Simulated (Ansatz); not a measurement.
## Fe in Ansatz: the effect of starting spin order

Fe:

```xyz
1
Lattice="-1.4430 1.4430 1.4430 1.4430 -1.4430 1.4430 1.4430 1.4430 -1.4430" Properties=species:S:1:pos:R:3 pbc="T T T"
Fe    0.0000    0.0000    0.0000
```

Alike in all runs:

* Program: Ansatz 0.2.0
* Task: single point
* Functional: PBE
* Potentials or basis: Ansatz PAW
* Cutoff: 420 eV (not typed: the program's choice for these potentials)
* k mesh: 13 × 13 × 13
* Occupations: fermi-dirac, width 0.05 eV

```tsv
starting spin order	spin	starting moments	energy over the lowest run (meV/atom)	pressure (GPa)	final net moment (μB)	final largest site moment (μB)
spin off	no spin polarisation	-	?	?	?	?
fm	collinear spin, ferromagnetic start	[3.0] μB	0.0	-9.5	2.25	2.31
random	collinear spin, random start	[-2.74] μB	0.0	-9.5	-2.25	2.31
```

Problem. What does the run with starting spin order spin off give?

Solution. Energy over the lowest run 596.9 meV/atom; pressure -26.5 GPa; final net moment 0.00 μB; final largest site moment 0.00 μB.
